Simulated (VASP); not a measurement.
# CsSnBr3 (Pm-3m) in VASP: single point with LDA

Aim: the single point of CsSnBr3 with LDA.

All numbers are computed with VASP 6.6.1; they aren't measurements. Logs are shortened: lines on timing, memory, paths and dates and some standing lists are left out, and cuts for length are marked.

## 1. Starting point

It takes space group Pm-3m (No. 221, cubic). Conventional cell: a = 5.839 Å, b = 5.839 Å, c = 5.839 Å, α = 90.00°, β = 90.00°, γ = 90.00°. Around Cs (site symmetry m-3m) lie 12 Br at 4.13 Å. Around Sn (site symmetry m-3m) lie 6 Br at 2.92 Å. Around Br (site symmetry 4/mmm) lie 2 Sn at 2.92 Å.

The cell is a database's computed one.

## 2. Single point, LDA

INCAR

```
SYSTEM = CsSnBr3
ALGO     = Normal         ! electronic algorithm
EDIFF    = 1E-6           ! SCF threshold, eV
ENCUT    = 520            ! plane-wave cutoff, eV
ISIF     = 2              ! what is computed and relaxed
ISMEAR   = 0              ! smearing method
LASPH    = .True.         ! aspherical terms in the spheres
LCHARG   = .False.        ! write CHGCAR
LREAL    = .False.        ! projectors in reciprocal space
LWAVE    = .False.        ! write WAVECAR
NBANDS   = 30             ! bands
NELM     = 100            ! most SCF steps
PREC     = Accurate       ! precision mode
SIGMA    = 0.01           ! smearing width, eV
```

KPOINTS

```
k-points
0
Gamma
  3 3 3
  0 0 0
```

POSCAR

```
CsSnBr3
1.0
    5.8390060000      0.0000000000      0.0000000000
    0.0000000000      5.8390060000      0.0000000000
    0.0000000000      0.0000000000      5.8390060000
Cs Sn Br
1 1 3
Direct
    0.0000000000      0.0000000000      0.0000000000
    0.5000000000      0.5000000000      0.5000000000
    0.5000000000      0.0000000000      0.5000000000
    0.5000000000      0.5000000000      0.0000000000
    0.0000000000      0.5000000000      0.5000000000
```

Potentials or basis: VASP PAW LDA potentials, release 64 (Cs_sv, Sn_d, Br).

On the command line:

```console
$ cat potpaw_LDA.64/Cs_sv/POTCAR potpaw_LDA.64/Sn_d/POTCAR potpaw_LDA.64/Br/POTCAR > POTCAR
$ mpirun -np 1 vasp_std > vasp.out
```

OUTCAR:

```text
SYSTEM = CsSnBr3
   EDIFF = 1E-6
   ENCUT = 520
   ISIF = 2
   ISMEAR = 0
   LASPH = .True.
   LREAL = .False.
   NELM = 100
   PREC = Accurate

 ion  position               nearest neighbor table
   1  0.000  0.000  0.000-
   2  0.500  0.500  0.500-   3 2.92   4 2.92   5 2.92   4 2.92   3 2.92   5 2.92
   3  0.500  0.000  0.500-   2 2.92   2 2.92
   4  0.500  0.500  0.000-   2 2.92   2 2.92
   5  0.000  0.500  0.500-   2 2.92   2 2.92

  LATTYP: Found a simple cubic cell.
 ALAT       =     5.8390060000

  Lattice vectors:

 A1 = (   5.8390060000,   0.0000000000,   0.0000000000)
 A2 = (   0.0000000000,   5.8390060000,   0.0000000000)
 A3 = (   0.0000000000,   0.0000000000,   5.8390060000)

Analysis of symmetry for initial positions (statically):
=====================================================================
 Subroutine PRICEL returns:
 Original cell was already a primitive cell.

 Routine SETGRP: Setting up the symmetry group for a
 simple cubic supercell.

 Subroutine GETGRP returns: Found 48 space group operations
 (whereof 48 operations were pure point group operations)
 out of a pool of 48 trial point group operations.

The static configuration has the point symmetry O_h .

Analysis of symmetry for dynamics (positions and initial velocities):
=====================================================================
 Subroutine PRICEL returns:
 Original cell was already a primitive cell.

 Routine SETGRP: Setting up the symmetry group for a
 simple cubic supercell.

 Subroutine GETGRP returns: Found 48 space group operations
 (whereof 48 operations were pure point group operations)
 out of a pool of 48 trial point group operations.

The dynamic configuration has the point symmetry O_h .

 Subroutine INISYM returns: Found 48 space group operations
 (whereof 48 operations are pure point group operations),
 and found     1 'primitive' translations

----------------------------------------------------------------------------------------

                                     Primitive cell

  volume of cell :     199.0750

  direct lattice vectors                    reciprocal lattice vectors
     5.839006000  0.000000000  0.000000000     0.171262026  0.000000000  0.000000000
     0.000000000  5.839006000  0.000000000     0.000000000  0.171262026  0.000000000
     0.000000000  0.000000000  5.839006000     0.000000000  0.000000000  0.171262026

  length of vectors
[... 68 lines left out ...]
   LREAL  =      F    real-space projection
   EDIFFG = 0.1E-04   stopping-criterion for IOM
   NSW    =      0    number of steps for IOM
   IBRION =     -1    ionic relax: 0-MD 1-quasi-New 2-CG
   NFREE  =      0    steps in history (QN), initial steepest desc. (CG)
   ISIF   =      2    stress and relaxation
   ISYM   =      2    0-nonsym 1-usesym 2-fastsym
   POTIM  = 0.5000    time-step for ionic-motion
   TEBEG  =    0.0;   TEEND  =   0.0 temperature during run
   PSTRESS=    0.0 pullay stress
   NELECT =      44.0000    total number of electrons
   NUPDOWN=      -1.0000    fix difference up-down
   EMIN   =  10.00;   EMAX   =-10.00  energy-range for DOS
   EFERMI =   0.00;   METHOD = LEGACY
   ISMEAR =     0;   SIGMA  =   0.01  broadening in eV -4-tet -1-fermi 0-gaus
   EFERMI_NEDOS =   21; number of points for ismear=-14 and -15
   IALGO  =     38    algorithm
   IMIX   =      4    mixing-type and parameters
     AMIX     =   0.40;   BMIX     =  1.00
     AMIX_MAG =   1.60;   BMIX_MAG =  1.00
  volume/ion in A,a.u.               =      39.82       268.68
  Fermi-wavevector in a.u.,A,eV,Ry     =   0.989814  1.870477 13.330052  0.979731
  Thomas-Fermi vector in A             =   2.121439
   LORBIT       =      0    0 simple, 1 ext, 2 COOP (PROOUT), +10 PAW based schemes
   GGA     = CA    functional components
   LHFCALC =     F    Hartree Fock is set to
   AEXX    =    0.0000 exact exchange contribution
   IVDW    =     0    specifies the selected vdW correction
   LEPSILON=     F    determine dielectric tensor
   LRPA    =     F    only Hartree local field effects (RPA)
 non-spin polarized calculation
 Gauss-broadening in eV      SIGMA  =   0.01
  energy-cutoff  :      520.00
  volume of cell :      199.08
 maximum number of plane-waves:      5377
 NGX is ok and might be reduce to    48
   NGX = 21   NGY = 21   NGZ = 21

 number of electron      44.0000007 magnetization

 Free energy of the ion-electron system (eV)
  ---------------------------------------------------
  ext. energy  EPLUGINS =         0.00000000
  ---------------------------------------------------
  free energy    TOTEN  =       -17.93578155 eV

  energy without entropy =      -17.93578155  energy(sigma->0) =      -17.93578155

 E-fermi :   0.3618     XC(G=0):  -8.0714

 val. band max:        0.3028920051   @ k =   0.3333   0.3333   0.3333
 cond. band min:       3.5202199519   @ k =   0.3333   0.3333   0.3333
 fundamental gap:      3.2173279468
 Fermi energy:         0.3617813458

 k-point     1 :       0.0000    0.0000    0.0000
  band No.  band energies     occupation
      1     -20.1677      2.00000
      2     -20.0555      2.00000
      3     -20.0555      2.00000
      4     -20.0217      2.00000
      5     -20.0217      2.00000
      6     -20.0217      2.00000
[... 121 lines left out ...]
     29       6.7008      0.00000
     30       7.1958      0.00000

------------------------ aborting loop because EDIFF is reached ----------------------------------------

  FORCE on cell =-STRESS in cart. coord.  units (eV):
  Direction    XX          YY          ZZ          XY          YZ          ZX
  --------------------------------------------------------------------------------------
  -------------------------------------------------------------------------------------
  Total       -2.8210262     -2.8210262     -2.8210262     -0.0000000     -0.0000000     -0.0000000
  in kB      -22.7039251    -22.7039251    -22.7039251     -0.0000000     -0.0000000     -0.0000000
  external PRESSURE =     -22.7039251 kB  Pullay stress =       0.0000000 kB

 VOLUME and BASIS-vectors are now :
 -----------------------------------------------------------------------------
  energy-cutoff  :      520.00
  volume of cell :      199.08
      direct lattice vectors                 reciprocal lattice vectors
     5.839006000  0.000000000  0.000000000     0.171262026  0.000000000  0.000000000
     0.000000000  5.839006000  0.000000000     0.000000000  0.171262026  0.000000000
     0.000000000  0.000000000  5.839006000     0.000000000  0.000000000  0.171262026

 POSITION                                       TOTAL-FORCE (eV/Angst)
 -----------------------------------------------------------------------------------
      0.00000      0.00000      0.00000         0.000000      0.000000      0.000000
      2.91950      2.91950      2.91950         0.000000      0.000000      0.000000
      2.91950      0.00000      2.91950         0.000000      0.000000      0.000000
      2.91950      2.91950      0.00000         0.000000      0.000000      0.000000
      0.00000      2.91950      2.91950         0.000000      0.000000      0.000000
 -----------------------------------------------------------------------------------
    total drift:                                0.000000     -0.000000     -0.000000

  FREE ENERGIE OF THE ION-ELECTRON SYSTEM (eV)
  ---------------------------------------------------
  free  energy   TOTEN  =       -17.9357815533 eV

  energy  without entropy=      -17.9357815533  energy(sigma->0) =      -17.93578155
```

Run time: 20 s. Hardware: 1 thread of Intel Xeon Platinum 8488C (Sapphire Rapids), shared host; peak memory 0.26 GiB.

What came out:

```yaml
Free_energy: -17.9358 eV
Pressure: -2.3 GPa
Band_gap_on_the_k_mesh: 3.22 eV, direct
```

Caveat: spin-orbit coupling is left out, which moves the levels of the heavy elements; an odd mesh through Γ misses points on the zone boundary, where band edges often lie.

## 3. Comparison with measurements

Step 2. The gap isn't set beside the measured one, since this odd mesh misses points on the zone boundary.
